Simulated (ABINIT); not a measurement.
Runs of ABINIT 10.8.3 (patched build) on SnSe. It takes space group Pnma (No. 62, orthorhombic). The conventional cell has a = 11.420 Å, b = 4.190 Å, c = 4.460 Å, α = 90.00°, β = 90.00°, γ = 90.00°. Around Sn (site symmetry m) lie 3 Se at 2.69 to 2.83 Å. Around Se (site symmetry m) lie 3 Sn at 2.69 to 2.83 Å. 

```tsv
task	level	potentials or basis	k mesh	cutoff (eV)	fine-grid cutoff	mesh quality	gap on the mesh (eV)	pressure (GPa)	largest force (eV/Å)
band structure	PBE	JTH PAW PBE v2.0	3 × 5 × 5	599	1197.3 eV	not flagged	-	2.4	0.31
band structure	LDA	JTH PAW LDA v2.0	3 × 5 × 5	599	1197.3 eV	not flagged	(a)	-2.0	0.19
single point	PBE	JTH PAW PBE v2.0	3 × 6 × 6	599	1197.3 eV	not flagged	0.54	2.4	0.31
band structure	r2SCAN	JTH PAW PBE v2.0	2 × 3 × 3	707	1306.15 eV	coarse	(b)	-	(c)
band structure	PBEsol	JTH PAW PBE v2.0	3 × 5 × 5	599	1197.3 eV	not flagged	-	-0.6	0.24
```

Alike in all rows: no spin polarisation; cell as given; smearing fermi-dirac 0.05 eV.

Problem. Fill in the values left out.

Solution. (a) 0.77; (b) 0.81; (c) 0.28.

Caveats: some runs use coarse meshes; spin-orbit coupling is left out, which moves the levels of the heavy elements (some runs); the PAW data sets were made with another functional, which shifts forces and pressure a little (some runs); the mesh misses the band edges, which the band path finds closer together (some runs); an odd mesh through Γ misses points on the zone boundary, where band edges often lie (some runs).

A k mesh can miss the band edges, and the runs leave out spin-orbit coupling on Se, Sn.

Not every run made on this cell is shown here.
